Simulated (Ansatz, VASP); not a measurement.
One calculation of C, two programs

File INCAR:

```
SYSTEM = C
  PREC = Accurate
  ENCUT = 520
  EDIFF = 1E-6
  ISMEAR = 0
  SIGMA = 0.1
  LREAL = .False.
  LASPH = .True.
  NELM = 60
  ALGO = Normal
  ISIF = 2
  LWAVE = .False.
  LCHARG = .False.
  LDIPOL = .True.
  IDIPOL = 3
  DIPOL = 0.5 0.5 0.352
  GGA = PE
  IVDW = 12
  NBANDS = 16
```

KPOINTS

```
Automatic mesh
0
Gamma
  15 15 1
  0 0 0
```

File POSCAR:

```
C
1.0
    2.4657189577      0.0000000000      0.0000000000
   -1.2328594788      2.1353752560      0.0000000000
    0.0000000000      0.0000000000     17.5000000000
C
4
Direct
    0.3333333333      0.6666666667      0.2571428571
    0.6666666667      0.3333333333      0.2571428571
    0.3333333333      0.6666666667      0.4462857143
    0.0000000000      1.0000000000      0.4462857143
```

Input for Ansatz:

```yaml
crystal:
  lattice:
    - [2.4657189577, 0.0, 0.0]
    - [-1.2328594788, 2.135375256, 0.0]
    - [0.0, 0.0, 17.5]
  atoms:
    - { symbol: C, position: [0.3333333333, 0.6666666667, 0.2571428571] }
    - { symbol: C, position: [0.6666666667, 0.3333333333, 0.2571428571] }
    - { symbol: C, position: [0.3333333333, 0.6666666667, 0.4462857143] }
    - { symbol: C, position: [0.0, 1.0, 0.4462857143] }
basis:
  ecutwfc: 420
kpoints:
  mp_grid: { grid: [15, 15, 1] }
hamiltonian:
  xc: pbe
  dispersion: d3bj
scf:
  occupations: { method: gaussian, width: 0.1 }
output:
  forces: true
  eigenvalues: true
  write_density: true
  write_potential: true
  elf: true
  volumetric_format: npy
efield:
  axis: 3
  dipole_correction: true
  ramp_width: 0.04
```

Alike in both runs: task single point; functional PBE; dispersion D3(BJ); k mesh 15 × 15 × 1; occupations gaussian, width 0.1 eV; no spin polarisation.

```csv
,VASP,Ansatz
version,VASP 6.6.1,Ansatz 0.2.0
potentials or method,"VASP PAW PBE potentials, release 64 (C)","scalar-relativistic, plane waves, PAW"
plane-wave cutoff (eV),520,420
valence electrons in the cell,16,16
```

```csv
,VASP,Ansatz,Ansatz less VASP
gap on the k mesh at the Fermi level (eV),none,none,-
rms of the force components (eV/Å),0.011,0.011,-0.0003
```

Atom by atom the forces differ by 0.000 eV/Å (rms over components). A gap of «none» marks a metal or a gap that the smearing closes. Ansatz warned: «xc_potential_rough_in_thin_density».
